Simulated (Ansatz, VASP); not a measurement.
## Two plane-wave programs on ZrC

The input INCAR:

```
SYSTEM = ZrC
  PREC = Accurate
  ENCUT = 520
  EDIFF = 1E-7
  ISMEAR = 0
  SIGMA = 0.15
  LREAL = .False.
  LASPH = .True.
  NELM = 80
  ALGO = Normal
  ISIF = 2
  LWAVE = .False.
  LCHARG = .True.
  GGA = PS
  LELF = .True.
  LVHAR = .True.
  NBANDS = 15
```

Contents of KPOINTS:

```
regular mesh
0
Gamma
  18 18 18
  0 0 0
```

Contents of POSCAR:

```
ZrC
1.0
    0.0000000000      2.3149568500      2.4207163000
    2.3149568500      0.0000000000      2.4207163000
    2.3149568500      2.3149568500      0.0000000000
Zr C
1 1
Direct
    0.5000000000      0.5000000000      0.5000000000
    0.0000000000      0.0000000000      0.0000000000
```

Input for Ansatz:

```yaml
crystal:
  lattice:
    - [0.0, 2.31495685, 2.4207163]
    - [2.31495685, 0.0, 2.4207163]
    - [2.31495685, 2.31495685, 0.0]
  atoms:
    - { symbol: Zr, position: [0.5, 0.5, 0.5] }
    - { symbol: C, position: [0.0, 0.0, 0.0] }
basis:
  ecutwfc: 420
kpoints:
  mp_grid: { grid: [18, 18, 18] }
hamiltonian:
  xc: pbesol
scf:
  occupations: { method: gaussian, width: 0.15 }
output:
  forces: true
  stress: true
  eigenvalues: true
```

Change from the starting cell: strain -0.015 along x and y, +0.030 along z, atoms carried along.

Alike in both runs: task single point; functional PBEsol; k mesh 18 × 18 × 18; occupations gaussian, width 0.15 eV; no spin polarisation.

|  | VASP | Ansatz |
| --- | --- | --- |
| version | VASP 6.6.1 | Ansatz 0.2.0 |
| potentials or method | VASP PAW PBE potentials, release 64 (Zr_sv, C) | scalar-relativistic, plane waves, PAW |
| plane-wave cutoff (eV) | 520 | 420 |
| valence electrons in the cell | 16 | 16 |

```tsv
	VASP	Ansatz	Ansatz less VASP
gap on the k mesh at the Fermi level (eV)	none	none	-
pressure (GPa)	-3.2	-3.6	-0.36
largest component of the traceless stress (GPa)	10.17	10.08	-0.088
```

A gap of «none» marks a metal or a gap that the smearing closes.

Caveats: the PAW data sets were made with another functional, which shifts forces and pressure a little (VASP).
